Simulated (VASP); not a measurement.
Zr:

```
Zr
1.0
     4.18298    0.00000    0.00000
    -2.09149    3.62257    0.00000
     0.00000    0.00000    4.74573
Zr
3
Direct
  0.22540 0.00000 0.33333
  0.00000 0.22540 0.66667
  0.77460 0.77460 0.00000
```

The cell was built by a generator and needn't be a form met in nature.

```yaml
Program: VASP 6.6.1
Task: relaxation of cell and atoms
Functional: PBEsol
Potentials_or_basis: VASP PAW PBE potentials, release 64 (Zr_sv)
Cutoff: 600 eV
k_mesh: 6 × 6 × 4
Occupations: gaussian, width 0.1 eV
Spin: no spin polarisation
```

At the start: pressure 6.9 GPa; volume 23.97 Å³/atom.

Problem. How do energy, volume and symmetry change on relaxing?

Solution. Over 30 steps the energy falls by 1729.6 meV/atom and the volume is 21.62 Å³/atom (-9.8 %); space group R-3m (No. 166, to 0.05 Å).

Step by step:
| step | energy change (eV) | largest force (eV/Å) | pressure (GPa) | volume (Å³) |
| --- | --- | --- | --- | --- |
| 1 | 0.0000 | 4.1808 | 6.89 | 71.91 |
| 2 | -1.4926 | 2.0747 | -6.97 | 83.19 |
| 3 | -1.6288 | 1.3858 | -9.71 | 86.96 |
| 4 | -2.7464 | 0.1140 | -1.74 | 71.77 |
| 5 | -2.7703 | 0.0707 | 0.37 | 69.80 |
| 6 | -3.1572 | 0.3079 | 1.04 | 68.39 |
| 7 | -4.4653 | 0.8498 | 7.29 | 61.88 |
| 8 | 53.9655 | 2.9527 | 588.43 | 37.23 |
| 9 | -4.2594 | 1.1397 | 9.48 | 61.65 |
| 10 | -4.4934 | 0.9338 | 10.26 | 60.61 |
| 11 | -2.9119 | 2.2122 | 44.80 | 50.71 |
| 12 | -4.5025 | 0.9254 | 13.38 | 59.28 |
| 13 | -4.5973 | 0.8606 | 12.05 | 59.92 |
| 14 | -4.7298 | 0.7625 | 9.66 | 61.62 |
| 15 | -4.7334 | 0.7726 | 8.70 | 62.16 |
| 16 | -4.7447 | 0.8988 | 6.91 | 62.76 |
| 17 | -4.8133 | 1.0828 | 4.77 | 63.78 |
| 18 | -4.1578 | 0.8495 | 8.81 | 64.99 |
| 19 | -4.8097 | 1.0882 | 4.77 | 63.87 |
| 20 | -4.8080 | 1.0845 | 4.78 | 63.94 |
| 21 | -4.8617 | 0.9945 | 3.03 | 64.70 |
| 22 | -4.9192 | 0.6568 | -1.06 | 66.95 |
| 23 | -4.9511 | 0.6249 | -1.09 | 66.75 |
| 24 | -5.0425 | 0.5483 | -1.08 | 66.14 |
| 25 | -5.1725 | 0.2675 | -0.07 | 64.89 |
| 26 | -4.8512 | 1.2223 | 6.81 | 62.33 |
| 27 | -5.1862 | 0.1154 | 0.34 | 64.54 |
| 28 | -5.1872 | 0.0508 | 0.59 | 64.40 |
| 29 | -5.1886 | 0.0112 | -0.41 | 65.03 |
| 30 | -5.1889 | 0.0054 | -0.12 | 64.85 |

Final structure:
```cif
data_structure
_symmetry_space_group_name_H-M 'P 1'
_symmetry_Int_Tables_number 1
_cell_length_a 5.3028
_cell_length_b 5.3028
_cell_length_c 2.6630
_cell_angle_alpha 90.000
_cell_angle_beta 90.000
_cell_angle_gamma 120.000
_cell_volume 64.85
loop_
_atom_site_label
_atom_site_type_symbol
_atom_site_fract_x
_atom_site_fract_y
_atom_site_fract_z
_atom_site_occupancy
Zr1 Zr 0.33347 0.00000 0.33333 1
Zr2 Zr 0.00000 0.33347 0.66667 1
Zr3 Zr 0.66653 0.66653 0.00000 1
```

Caveat: the PAW data sets were made with another functional, which shifts forces and pressure a little.
